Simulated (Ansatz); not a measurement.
Crystal: Cr.

```xyz
2
Lattice="2.7140 0.0000 0.0000 -1.3570 2.3504 0.0000 0.0000 0.0000 4.4100" Properties=species:S:1:pos:R:3 pbc="T T T"
Cr    1.3570    0.7835    3.3075
Cr    0.0000    1.5669    1.1025
```

This isn't the form of Cr at room conditions, which is bcc.

| Item | Value |
| --- | --- |
| Program | Ansatz 0.2.0 |
| Task | relaxation of cell and atoms |
| Functional | PBEsol0 |
| Potentials or basis | Ansatz PAW |
| Cutoff | 420 eV (not typed: the program's choice for these potentials) |
| k mesh | 6 × 6 × 3 |
| Occupations | fermi-dirac, width 0.05 eV |
| Spin | collinear spin, ferromagnetic start |
| Starting moments | [3.0, 3.0] μB |

At the start: volume 14.07 Å³/atom.

Problem. Where does the relaxation end?

Solution. It ends after 8 steps and the volume is 11.51 Å³/atom (-18.2 %); space group P6_3/mmc (No. 194, to 0.05 Å); moment 2.76 μB per cell.

Step by step:
| step | energy change (eV) | largest force (eV/Å) | volume (Å³) |
| --- | --- | --- | --- |
| 1 | 0.0000 | 0.0000 | 28.13 |
| 2 | -0.5426 | 0.0000 | 24.24 |
| 3 | -0.5893 | 0.0000 | 22.78 |
| 4 | -0.5909 | 0.0000 | 23.09 |
| 5 | -0.5912 | 0.0000 | 23.01 |
| 6 | -0.5873 | 0.0000 | 23.01 |
| 7 | -0.5873 | 0.0000 | 23.02 |
| 8 | -0.5873 | 0.0000 | 23.02 |

Final structure:
```xyz
2
Lattice="2.5351 0.0000 0.0000 -1.2676 2.1955 0.0000 0.0000 0.0000 4.1353" Properties=species:S:1:pos:R:3 pbc="T T T"
Cr    1.2676    0.7318    3.1015
Cr    0.0000    1.4636    1.0338
```

Caveat: the k mesh is coarse (spacing up to 0.47 Å⁻¹), so the values aren't converged, least of all with exact exchange; the magnetic or orbital state may not be the lowest; the volume moved by over 15 % at a fixed basis, so the end points are rough; the plane-wave basis is chosen anew once the cell has moved, so the energies of steps on either side of that aren't comparable; the volume moved by -18 % from the deposited cell, more than functionals usually miss; the PAW data sets come from PBE, with cores solved anew for the run's functional, which leaves a small shift of forces and pressure.
